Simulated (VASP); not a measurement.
Input of a VASP 6.6.1 run:

The input INCAR:

```
ALGO = Fast
EDIFF = 1E-7
EDIFFG = -0.004
ENCUT = 600
GGA = PE
IBRION = 2
ISIF = 3
ISMEAR = 0
LASPH = True
LCHARG = False
LREAL = False
LWAVE = False
NELM = 100
NSW = 80
PREC = Accurate
SIGMA = 0.1
```

The input KPOINTS:

```
k-points
0
Gamma
  21 21 12
```

POSCAR

```
Be
1.0
    2.2853000000      0.0000000000      0.0000000000
   -1.1426500000      1.9791278600      0.0000000000
    0.0000000000      0.0000000000      3.5842000000
Be
2
Direct
    0.3333333300      0.6666666700      0.2500000000
    0.6666666700      0.3333333300      0.7500000000
```

Potentials or basis: VASP PAW PBE potentials, release 64 (Be).

Run with:

```console
$ cat potpaw_PBE.64/Be/POTCAR > POTCAR
$ mpirun -np 1 vasp_std > vasp.out
```

Problem. Estimate the band gap on the k mesh.

Solution. None (metal or under the smearing width).

Problem. What does it give for the relaxed cell?

Solution. a = 2.263 Å, b = 2.263 Å, c = 3.568 Å, α = 90.00°, β = 90.00°, γ = 120.00°.

Problem. Predict the space group after relaxing (to 0.05 Å).

Solution. P6_3/mmc (No. 194).

Step by step:
```csv
step,energy change (eV),largest force (eV/Å),pressure (GPa),volume (Å³)
1,0.0000,0.0000,-2.73,16.21
2,-0.0034,0.0000,-0.40,15.89
3,-0.0035,0.0000,0.04,15.83
4,-0.0035,0.0000,0.09,15.82
5,-0.0035,0.0000,0.05,15.83
```
